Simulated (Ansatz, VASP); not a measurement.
**SiC: VASP beside Ansatz**

```
Si C
1.0
     3.07600    0.00000    0.00000
    -1.53800    2.66389    0.00000
     0.00000    0.00000    5.04800
Si C
2 2
Direct
  0.29707 0.64012 0.03962
  0.66667 0.33333 0.50000
  0.33333 0.66667 0.38500
  0.66667 0.33333 0.88500
```

Alike in both runs: task single point; functional PBE; k mesh 6 × 6 × 4; occupations gaussian, width 0.05 eV; no spin polarisation.

|  | VASP | Ansatz |
| --- | --- | --- |
| version | VASP 6.6.1 | Ansatz 0.2.0 |
| potentials or method | VASP PAW PBE potentials, release 64 (Si, C) | scalar-relativistic, plane waves, PAW |
| plane-wave cutoff (eV) | 520 | 420 |
| valence electrons in the cell | 16 | 16 |

|  | VASP | Ansatz | Ansatz less VASP |
| --- | --- | --- | --- |
| gap on the k mesh at the Fermi level (eV) | 1.14 | 1.14 | 0.000 |
| least direct gap on the mesh (eV) | 3.24 | 3.24 | 0.000 |
| pressure (GPa) | 6.0 | 6.1 | +0.08 |
| largest component of the traceless stress (GPa) | 5.81 | 5.81 | 0.000 |
| rms of the force components (eV/Å) | 1.969 | 1.975 | +0.0054 |

Atom by atom the forces differ by 0.007 eV/Å (rms over components). With one functional, cell and mesh, what is left measures potentials, basis and numerics.

Caveats: forces of over 1 eV/Å show positions far from the minimum, so gaps and moduli don't describe the material at rest. A k mesh can miss the band edges.
